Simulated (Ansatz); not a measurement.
# BaO: eigenvalues along the path

```
Ba O
1.0
     0.00000    2.75000    2.80500
     2.75000    0.00000    2.80500
     2.75000    2.75000    0.00000
Ba O
1 1
Cartesian
  0.0000 0.0000 0.0000
  2.7500 2.7500 2.8050
```

Atoms are numbered in the order listed.

The cell comes from COD entry 5910030, which wasn't checked; take it as a given geometry. It differs from other determinations. The listed cell was then made from it by scaling, straining or moving an atom.

Spin–orbit coupling is left out, though it moves levels of the heavy atoms by tenths of an eV or more.

Theory: DFT, LDA, all-electron LAPW, scalar-relativistic in Ansatz 0.2.0.

The runs use a Γ-centred 8×8×8 k mesh, Fermi–Dirac smearing of 0.02 eV, basis error target 0.5 meV/atom, no spin polarisation.

Path points, in fractions of the reciprocal vectors: Γ (0.000, 0.000, 0.000), X (0.000, 0.500, 0.500), P (0.250, 0.750, 0.500), N (0.000, 0.500, 0.000), M (0.500, 0.500, 0.000), S (0.370, 0.630, 0.000), S0 (-0.370, 0.370, 0.000). Levels in eV from the valence-band top; bands 11 to 19, counted from the lowest band of the run. The gap is 1.84 eV, direct at X (0, 0.5, 0.5).

```
# k(1/Å) point b11 b12 b13 b14 b15 b16 b17 b18 b19
0.000 Γ -14.75 -10.23 -10.23 -10.23 -0.57 -0.48 -0.48 3.31 4.55
0.228 - -14.85 -10.29 -10.29 -10.17 -0.98 -0.58 -0.49 3.79 4.14
0.457 - -15.02 -10.46 -10.44 -10.26 -1.49 -0.58 -0.47 3.23 4.58
0.685 - -15.09 -10.77 -10.67 -10.63 -1.21 -0.50 -0.38 2.48 5.37
0.914 - -15.01 -11.45 -10.82 -10.77 -0.44 -0.39 -0.26 2.00 5.91
1.142 X -14.94 -11.77 -10.88 -10.82 -0.34 -0.21 0.00 1.84 5.96
1.254 - -14.96 -11.75 -10.91 -10.78 -0.46 -0.23 -0.01 1.96 6.08
1.366 - -15.00 -11.70 -10.98 -10.66 -0.74 -0.25 -0.05 2.30 6.35
1.478 - -15.06 -11.61 -11.09 -10.51 -1.07 -0.25 -0.09 2.83 6.08
1.590 - -15.10 -11.49 -11.22 -10.39 -1.32 -0.24 -0.15 3.50 5.16
1.702 P -15.12 -11.36 -11.36 -10.35 -1.41 -0.20 -0.20 4.29 4.29
1.864 - -15.17 -11.27 -11.26 -10.36 -1.45 -0.34 -0.34 4.36 4.42
2.026 - -15.28 -11.03 -11.01 -10.38 -1.55 -0.72 -0.69 4.53 4.83
2.187 - -15.40 -10.72 -10.71 -10.41 -1.72 -1.19 -1.10 4.71 5.47
2.349 - -15.50 -10.49 -10.44 -10.41 -1.97 -1.48 -1.43 4.80 6.29
2.510 N -15.53 -10.46 -10.35 -10.32 -2.11 -1.55 -1.55 4.83 7.14
2.707 - -15.46 -10.44 -10.34 -10.31 -1.99 -1.47 -1.47 4.65 6.76
2.903 - -15.26 -10.39 -10.31 -10.29 -1.66 -1.24 -1.23 4.34 6.00
3.100 - -15.02 -10.31 -10.27 -10.26 -1.20 -0.93 -0.90 4.21 4.89
3.297 - -14.83 -10.25 -10.24 -10.24 -0.75 -0.64 -0.60 3.75 4.45
3.493 Γ -14.75 -10.23 -10.23 -10.23 -0.57 -0.48 -0.48 3.31 4.55
3.717 - -14.83 -10.28 -10.28 -10.22 -1.01 -0.48 -0.48 3.85 4.05
3.941 - -14.98 -10.43 -10.43 -10.37 -1.46 -0.47 -0.47 3.21 4.72
4.165 - -15.04 -10.87 -10.61 -10.61 -1.20 -0.39 -0.39 2.50 5.51
4.389 - -14.98 -11.49 -10.75 -10.75 -0.51 -0.30 -0.30 2.05 5.96
4.613 M -14.92 -11.78 -10.80 -10.80 -0.25 -0.25 -0.12 1.90 5.96
4.697 - -14.93 -11.76 -10.80 -10.80 -0.30 -0.29 -0.13 1.97 6.02
4.781 - -14.97 -11.73 -10.78 -10.77 -0.43 -0.38 -0.15 2.17 6.20
4.865 - -15.03 -11.68 -10.74 -10.73 -0.62 -0.51 -0.19 2.49 6.45
4.949 - -15.10 -11.60 -10.70 -10.68 -0.84 -0.68 -0.24 2.91 6.66
5.033 S -15.18 -11.51 -10.65 -10.62 -1.07 -0.87 -0.29 3.41 6.18
5.305 - -15.36 -11.08 -10.51 -10.47 -1.53 -1.23 -0.82 4.48 5.60
5.578 - -15.51 -10.54 -10.38 -10.34 -2.01 -1.51 -1.47 4.83 6.46
5.850 - -15.51 -10.54 -10.38 -10.34 -2.01 -1.51 -1.47 4.83 6.46
6.123 - -15.36 -11.08 -10.51 -10.47 -1.53 -1.23 -0.82 4.48 5.60
6.395 S0 -15.18 -11.51 -10.65 -10.62 -1.07 -0.87 -0.29 3.41 6.18
6.635 - -15.34 -11.18 -10.48 -10.43 -1.60 -1.32 -0.47 4.97 5.03
6.874 - -15.32 -10.82 -10.33 -10.28 -1.75 -1.45 -0.60 4.30 5.62
7.113 - -15.11 -10.50 -10.25 -10.22 -1.46 -1.19 -0.63 4.07 4.90
7.352 - -14.86 -10.30 -10.23 -10.22 -0.85 -0.73 -0.59 3.88 4.35
7.592 Γ -14.75 -10.23 -10.23 -10.23 -0.57 -0.48 -0.48 3.31 4.55
```
